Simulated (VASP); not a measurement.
Crystal: PbF2 (Fluorocronite).

```
CELL_PARAMETERS angstrom
0.00000 2.94621 2.94621
2.94621 0.00000 2.94621
2.94621 2.94621 0.00000
ATOMIC_POSITIONS crystal
Pb 0.00000 0.00000 0.00000
F 0.25000 0.25000 0.25000
F 0.75000 0.75000 0.75000
```

Program: VASP 6.6.1. Alike in all runs: no spin polarisation; cell as given; k mesh 8 × 8 × 8; cutoff (eV) 520; smearing gaussian 0.03 eV.

Problem. Order these runs on this cell by their pressure, lowest first.
A. level r2SCAN; potentials or basis VASP PAW PBE potentials, release 64 (Pb_d, F)
B. level LDA; potentials or basis VASP PAW LDA potentials, release 64 (Pb_d, F)
C. level PBE; potentials or basis VASP PAW PBE potentials, release 64 (Pb_d, F)

Solution. B (-3.3 GPa), A (1.1 GPa), C (3.9 GPa).

Caveats: the PAW data sets were made with another functional, which shifts forces and pressure a little (some runs).
